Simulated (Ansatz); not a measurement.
# Hg: pressure against volume, fitted

```yaml
crystal:
  lattice:
    - [1.73000, 0.99882, 2.23400]
    - [-1.73000, 0.99882, 2.23400]
    - [0.00000, -1.99763, 2.23400]
  atoms:
    - { symbol: Hg, position: [0.00000, 0.00000, 0.00000] }
```

The cell is COD entry 1541226, as deposited and not checked against the literature; nothing was relaxed.

Spin–orbit coupling is left out, though it moves levels of the heavy atoms by tenths of an eV or more.

Level of theory: Ansatz 0.2.0, DFT, LDA, all-electron LAPW, scalar-relativistic.

Settings: a Γ-centred 12×12×12 k mesh, Fermi–Dirac smearing of 0.03 eV, basis error target 0.5 meV/atom, no spin polarisation.

The cell is scaled evenly. Fractional coordinates are held (clamped ions).

```tsv
V (Å³/atom)	P (GPa)
21.772	1.76
22.235	0.40
22.698	-0.70
22.930	-1.17
23.161	-1.60
23.393	-2.01
23.625	-2.40
24.551	-3.63
```

(1) Fit a third-order Birch–Murnaghan curve to the pressures.

(2) Predict the pressure at the withheld volume, 24.088 Å³/atom.

Results:

(1) P = (3B0/2)(y^(7/2) − y^(5/2))[1 + (3/4)(B0′ − 4)(y − 1)] with y = (V0/V)^(2/3) fits within 0.03 GPa for V0 = 22.406 Å³/atom, B0 = 54.8 GPa and B0′ = 7.00.

(2) There y = 0.9529, so the fit gives -3.07 GPa; the run gave -3.08 GPa.
